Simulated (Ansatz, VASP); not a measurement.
**One calculation of NiO, two programs**

```xyz
2
Lattice="0.0000 2.0859 2.0859 2.0859 0.0000 2.0859 2.0859 2.0859 0.0000" Properties=species:S:1:pos:R:3 pbc="T T T"
Ni    0.0000    0.0000    0.0000
O     2.0859    2.0859    2.0859
```

Alike in both runs: task single point; functional PBE; k mesh 11 × 11 × 11; occupations gaussian, width 0.025 eV; collinear spin, ferromagnetic start.

```csv
,VASP,Ansatz
version,VASP 6.6.1,Ansatz 0.2.0
potentials or method,"VASP PAW PBE potentials, release 64 (Ni, O)",Ansatz PAW
plane-wave cutoff (eV),520,420
valence electrons in the cell,16,24
```

Ansatz gave:

| Quantity | Value |
| --- | --- |
| gap on the k mesh at the Fermi level (eV) | none |
| pressure (GPa) | 6.3 |
| net moment per atom (μB) | 0.90 |
| size of the moment on the site where the two differ most (μB) | 0.29 |

Q: Estimate VASP's values.

A: gap on the k mesh at the Fermi level (eV): none; pressure (GPa): 6.1; net moment per atom (μB): 0.88; size of the moment on the site where the two differ most (μB): 0.27.

Site moments also hang on the region over which each program counts them. A gap of «none» marks a metal or a gap that the smearing closes. The two sets of potentials don't hold the same shells in valence.

Caveats: a cell with one magnetic atom can't hold antiferromagnetic order, which such compounds often take; semilocal functionals often make such compounds metallic where correlation or magnetic order opens a gap, which also shifts bond lengths; the pressure holds a Pulay correction of +0.7 GPa for the finite cutoff (Ansatz). With open d or f shells a metallic result of PBE can be an artefact of self-interaction; +U or a hybrid may open a gap.
